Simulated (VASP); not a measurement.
# CoSi (P2_13) in VASP: phonons with PBE

Aim: the phonons of CoSi with PBE.

Everything below comes from runs of VASP 6.6.1. Logs are shortened: lines on timing, memory, paths and dates and some standing lists are left out, and cuts for length are marked.

## (1) Starting point

The structure is cubic, space group P2_13 (No. 198). Conventional cell: a = 4.430 Å, b = 4.430 Å, c = 4.430 Å, α = 90.00°, β = 90.00°, γ = 90.00°. Co (site symmetry 3) has 7 Si at 2.32 to 2.43 Å as nearest neighbours. Si (site symmetry 3) has 7 Co at 2.32 to 2.43 Å as nearest neighbours.

The cell was built by a generator and needn't be a form met in nature.

## (2) Phonons, PBE

Input file POSCAR:

```
CoSi
1.0
    4.4299500000      0.0000000000      0.0000000000
    0.0000000000      4.4299500000      0.0000000000
    0.0000000000      0.0000000000      4.4299500000
Co Si
4 4
Direct
    0.1450510000      0.1450510000      0.1450510000
    0.6450510000      0.3549490000      0.8549490000
    0.8549490000      0.6450510000      0.3549490000
    0.3549490000      0.8549490000      0.6450510000
    0.8432420000      0.8432420000      0.8432420000
    0.3432420000      0.6567580000      0.1567580000
    0.1567580000      0.3432420000      0.6567580000
    0.6567580000      0.1567580000      0.3432420000
```

Input file INCAR.step1:

```
SYSTEM = CoSi
  ALGO = Normal
  EDIFF = 1E-8
  EDIFFG = -0.002
  ENCUT = 520
  GGA = PE
  IBRION = 2
  ISIF = 3
  ISMEAR = 0
  KPAR = 4
  LASPH = .TRUE.
  LCHARG = .FALSE.
  LREAL = .FALSE.
  LWAVE = .FALSE.
  NELM = 150
  NSW = 40
  PREC = Accurate
  SIGMA = 0.1
```

Input file INCAR.step2:

```
SYSTEM = CoSi
  ALGO = Normal
  EDIFF = 1E-8
  ENCUT = 520
  GGA = PE
  IBRION = 6
  ISIF = 2
  ISMEAR = 0
  KPAR = 4
  LASPH = .TRUE.
  LCHARG = .FALSE.
  LREAL = .FALSE.
  LWAVE = .FALSE.
  NELM = 150
  NFREE = 2
  NSW = 1
  POTIM = 0.015
  PREC = Accurate
  SIGMA = 0.1
```

Input file KPOINTS:

```
k-points
0
G
  8 8 8
  0 0 0
```

Potentials or basis: VASP PAW PBE potentials, release 64 (Co, Si).

Launch:

```bash
$ cat potpaw_PBE.64/Co/POTCAR potpaw_PBE.64/Si/POTCAR > POTCAR
$ cp INCAR.step1 INCAR
$ mpirun -np 4 vasp_std > vasp.out
$ cp CONTCAR POSCAR
$ cp INCAR.step2 INCAR
$ mpirun -np 4 vasp_std > vasp.out
```

OUTCAR:

```text
SYSTEM = CoSi
   EDIFF = 1E-8
   ENCUT = 520
   GGA = PE
   IBRION = 6
   ISIF = 2
   ISMEAR = 0
   LASPH = .TRUE.
   LREAL = .FALSE.
   NELM = 150
   NFREE = 2
   NSW = 1
   POTIM = 0.015
   PREC = Accurate

 ion  position               nearest neighbor table
   1  0.145  0.145  0.145-   5 2.32   6 2.33   7 2.33   8 2.33   6 2.43   7 2.43   8 2.43   3 2.72
                             4 2.72   2 2.72   4 2.72   3 2.72   2 2.72
   2  0.645  0.355  0.855-   6 2.32   8 2.33   7 2.33   5 2.33   5 2.43   8 2.43   7 2.43   1 2.72
                             3 2.72   3 2.72   4 2.72   4 2.72   1 2.72
   3  0.855  0.645  0.355-   7 2.32   6 2.33   8 2.33   5 2.33   5 2.43   6 2.43   8 2.43   1 2.72
                             2 2.72   2 2.72   1 2.72   4 2.72   4 2.72
   4  0.355  0.855  0.645-   8 2.32   7 2.33   6 2.33   5 2.33   5 2.43   7 2.43   6 2.43   1 2.72
                             1 2.72   2 2.72   2 2.72   3 2.72   3 2.72
   5  0.843  0.843  0.843-   1 2.32   2 2.33   3 2.33   4 2.33   2 2.43   3 2.43   4 2.43   7 2.74
                             6 2.74   8 2.74   8 2.74   7 2.74   6 2.74
   6  0.343  0.657  0.157-   2 2.32   3 2.33   4 2.33   1 2.33   1 2.43   3 2.43   4 2.43   8 2.74
                             7 2.74   5 2.74   7 2.74   8 2.74   5 2.74
   7  0.157  0.343  0.657-   3 2.32   4 2.33   2 2.33   1 2.33   1 2.43   4 2.43   2 2.43   8 2.74
                             6 2.74   5 2.74   6 2.74   8 2.74   5 2.74
   8  0.657  0.157  0.343-   4 2.32   2 2.33   3 2.33   1 2.33   1 2.43   2 2.43   3 2.43   6 2.74
                             7 2.74   5 2.74   6 2.74   7 2.74   5 2.74

  LATTYP: Found a simple cubic cell.
 ALAT       =     4.4299756719

  Lattice vectors:

 A1 = (   4.4299756719,   0.0000000000,   0.0000000000)
 A2 = (   0.0000000000,   4.4299756719,   0.0000000000)
 A3 = (   0.0000000000,   0.0000000000,   4.4299756719)

Analysis of symmetry for initial positions (statically):
=====================================================================
 Subroutine PRICEL returns:
 Original cell was already a primitive cell.

 Routine SETGRP: Setting up the symmetry group for a
 simple cubic supercell.

 Subroutine GETGRP returns: Found 12 space group operations
 (whereof  3 operations were pure point group operations)
 out of a pool of 48 trial point group operations.

The static configuration has the point symmetry C_3 .
 The point group associated with its full space group is T   .

Analysis of symmetry for dynamics (positions and initial velocities):
=====================================================================
 Subroutine PRICEL returns:
 Original cell was already a primitive cell.

 Routine SETGRP: Setting up the symmetry group for a
 simple cubic supercell.

 Subroutine GETGRP returns: Found 12 space group operations
 (whereof  3 operations were pure point group operations)
 out of a pool of 48 trial point group operations.

The dynamic configuration has the point symmetry C_3 .
 The point group associated with its full space group is T   .

 Subroutine INISYM returns: Found 12 space group operations
 (whereof  3 operations are pure point group operations),
 and found     1 'primitive' translations

----------------------------------------------------------------------------------------

                                     Primitive cell

  volume of cell :      86.9369

  direct lattice vectors                    reciprocal lattice vectors
     4.429975672  0.000000000  0.000000000     0.225734874  0.000000000  0.000000000
     0.000000000  4.429975672  0.000000000     0.000000000  0.225734874  0.000000000
     0.000000000  0.000000000  4.429975672     0.000000000  0.000000000  0.225734874

  length of vectors
     4.429975672  4.429975672  4.429975672     0.225734874  0.225734874  0.225734874

  position of ions in fractional coordinates (direct lattice)
     0.145062328  0.145062328  0.145062328
     0.645062328  0.354937672  0.854937672
     0.854937672  0.645062328  0.354937672
     0.354937672  0.854937672  0.645062328
[... 111 lines left out ...]
   LORBIT       =      0    0 simple, 1 ext, 2 COOP (PROOUT), +10 PAW based schemes
   GGA     = PE    functional components
   LHFCALC =     F    Hartree Fock is set to
   AEXX    =    0.0000 exact exchange contribution
   IVDW    =     0    specifies the selected vdW correction
   LEPSILON=     F    determine dielectric tensor
   LRPA    =     F    only Hartree local field effects (RPA)
 finite differences with symmetry
 non-spin polarized calculation
 Gauss-broadening in eV      SIGMA  =   0.10
  energy-cutoff  :      520.00
  volume of cell :       86.94
 maximum number of plane-waves:      2360
 NGX is ok and might be reduce to    36
   NGX = 17   NGY = 17   NGZ = 17

--------------------------------------- Ionic step        1  -------------------------------------------

 number of electron      52.0000003 magnetization

 Free energy of the ion-electron system (eV)
  ---------------------------------------------------
  ext. energy  EPLUGINS =         0.00000000
  ---------------------------------------------------
  free energy    TOTEN  =       -54.75147549 eV

  energy without entropy =      -54.74462266  energy(sigma->0) =      -54.74804908

------------------------ aborting loop because EDIFF is reached ----------------------------------------

  FORCE on cell =-STRESS in cart. coord.  units (eV):
  Direction    XX          YY          ZZ          XY          YZ          ZX
  --------------------------------------------------------------------------------------
  -------------------------------------------------------------------------------------
  Total       -0.0007813     -0.0007813     -0.0007813     -0.0000000     -0.0000000      0.0000000
  in kB       -0.0143981     -0.0143981     -0.0143981     -0.0000000     -0.0000000      0.0000000
  external PRESSURE =      -0.0143981 kB  Pullay stress =       0.0000000 kB
[... 155 lines left out ...]
--------------------------------------- Ionic step        5  -------------------------------------------

 number of electron      52.0000003 magnetization

 Free energy of the ion-electron system (eV)
  ---------------------------------------------------
  ext. energy  EPLUGINS =         0.00000000
  ---------------------------------------------------
  free energy    TOTEN  =       -54.75022295 eV

  energy without entropy =      -54.74335280  energy(sigma->0) =      -54.74678788

 E-fermi :  12.1307     XC(G=0): -12.8699

 val. band max:       12.1130814612   @ k =   0.5000   0.5000   0.3750
 cond. band min:      12.2469185539   @ k =   0.5000   0.3750   0.3750
 fundamental gap:      0.1338370927
 Fermi energy:        12.1306994580

 k-point     1 :       0.0000    0.0000    0.0000
  band No.  band energies     occupation
      1      -1.5594      2.00000
      2       3.9203      2.00000
      3       3.9377      2.00000
      4       3.9519      2.00000
      5       6.6256      2.00000
      6       6.6350      2.00000
[... 805 lines left out ...]
     30      14.1049      0.00000
     31      14.9569      0.00000

 [... further k-points ...]

------------------------ aborting loop because EDIFF is reached ----------------------------------------

  FORCE on cell =-STRESS in cart. coord.  units (eV):
  Direction    XX          YY          ZZ          XY          YZ          ZX
  --------------------------------------------------------------------------------------
  -------------------------------------------------------------------------------------
  Total        0.0398054      0.0103786     -0.0031640     -0.0121059     -0.0243771      0.0080896
  in kB        0.7335816      0.1912691     -0.0583097     -0.2231026     -0.4492509      0.1490845
  external PRESSURE =       0.2888470 kB  Pullay stress =       0.0000000 kB
[... 23 lines left out ...]
  FREE ENERGIE OF THE ION-ELECTRON SYSTEM (eV)
  ---------------------------------------------------
  free  energy   TOTEN  =       -54.7502229511 eV

  energy  without entropy=      -54.7433528007  energy(sigma->0) =      -54.74678788

 INTERNAL STRAIN TENSORS FROM DISPLACED ATOMS
 ============================================

 INTERNAL STRAIN TENSOR FOR ION    1 for displacements in x,y,z  (eV/Angst):
          X           Y           Z          XY          YZ          ZX
  --------------------------------------------------------------------------------
  x    -2.56037    -1.03295    -0.25052    -1.32675    -1.64162     2.20164
  y    -0.25052    -2.56037    -1.03295     2.20164    -1.32675    -1.64162
  z    -1.03295    -0.25052    -2.56037    -1.64162     2.20164    -1.32675

 INTERNAL STRAIN TENSOR FOR ION    8 for displacements in x,y,z  (eV/Angst):
          X           Y           Z          XY          YZ          ZX
  --------------------------------------------------------------------------------
  x     2.19560     0.48404    -0.39728    -0.83335     1.64294    -0.49282
  y    -0.39728     2.19560     0.48404     0.49282     0.83335     1.64294
  z    -0.48404     0.39728    -2.19560     1.64294     0.49282    -0.83335

 Eigenvectors and eigenvalues of the dynamical matrix
 ----------------------------------------------------

   1 f  =   12.691118 THz    79.740645 2PiTHz  423.330121 cm-1    52.486222 meV
             X         Y         Z           dx          dy          dz
      0.642623  0.642623  0.642623    -0.005093   -0.182539    0.002416
      2.857610  1.572365  3.787353     0.127633   -0.150946   -0.113864
      3.787353  2.857610  1.572365     0.168528   -0.000429   -0.044757
      1.572365  3.787353  2.857610    -0.045988   -0.032022   -0.161037
      3.735429  3.735429  3.735429     0.284160    0.209509    0.138999
      1.520441  2.909534  0.694547    -0.461641    0.441601    0.437281
      0.694547  1.520441  2.909534    -0.161213    0.055493   -0.207543
      2.909534  0.694547  1.520441    -0.016268   -0.176598    0.090739
[... 243 lines left out ...]
  24 f/i=    0.000488 THz     0.003066 2PiTHz    0.016277 cm-1     0.002018 meV
             X         Y         Z           dx          dy          dz
      0.642623  0.642623  0.642623    -0.316918   -0.261331   -0.023915
      2.857610  1.572365  3.787353    -0.316923   -0.261332   -0.023920
      3.787353  2.857610  1.572365    -0.316923   -0.261332   -0.023915
      1.572365  3.787353  2.857610    -0.316918   -0.261332   -0.023920
      3.735429  3.735429  3.735429    -0.218801   -0.180425   -0.016523
      1.520441  2.909534  0.694547    -0.218791   -0.180413   -0.016512
      0.694547  1.520441  2.909534    -0.218792   -0.180412   -0.016513
      2.909534  0.694547  1.520441    -0.218800   -0.180424   -0.016501

 ELASTIC MODULI CONTR FROM IONIC RELAXATION (kBar)
 Direction    XX          YY          ZZ          XY          YZ          ZX
 --------------------------------------------------------------------------------
 XX         -96.6410    -42.6902    -42.6902      0.0000      0.0000     -0.0000
 YY         -42.6902    -96.6410    -42.6902     -0.0000     -0.0000     -0.0000
 ZZ         -42.6902    -42.6902    -96.6410     -0.0000      0.0000     -0.0000
 XY           0.0000     -0.0000     -0.0000    -70.6652      0.0000     -0.0000
 YZ           0.0000      0.0000      0.0000      0.0000    -70.6652      0.0000
 ZX          -0.0000     -0.0000     -0.0000      0.0000      0.0000    -70.6652
 --------------------------------------------------------------------------------
```

Run time: 14 min. Hardware: 4 MPI ranks of Intel Xeon Platinum 8559C (Emerald Rapids), shared host; peak memory 0.94 GiB.

Results:

| Property | Result |
| --- | --- |
| Highest phonon frequency at Γ, LO-TO splitting left out | 423 cm⁻¹ |

Phonon frequencies in cm⁻¹ (negative: imaginary):
```
              q point                                                                                frequencies
(0.000, 0.000, 0.000)  0 0 0 187 210 210 227 227 227 246 246 246 310 310 310 313 313 350 350 350 363 423 423 423
```
